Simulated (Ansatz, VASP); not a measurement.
Sc: VASP beside Ansatz

```xyz
1
Lattice="0.0000 2.2600 2.2600 2.2600 0.0000 2.2600 2.2600 2.2600 0.0000" Properties=species:S:1:pos:R:3 pbc="T T T"
Sc    0.0000    0.0000    0.0000
```

Alike in both runs: task single point; functional PBE; k mesh 9 × 9 × 9; occupations fermi-dirac, width 0.1 eV; no spin polarisation.

|  | VASP | Ansatz |
| --- | --- | --- |
| version | VASP 6.6.1 | Ansatz 0.2.0 |
| potentials or method | VASP PAW PBE potentials, release 64 (Sc_sv) | PAW, plane waves, scalar-relativistic |
| plane-wave cutoff (eV) | 520 | 420 |
| valence electrons in the cell | 11 | 11 |

Ansatz gave:

```
pressure (GPa) : 4.0
```

Problem. What did VASP give for the same quantities?

Solution. Pressure (GPa): 3.9.
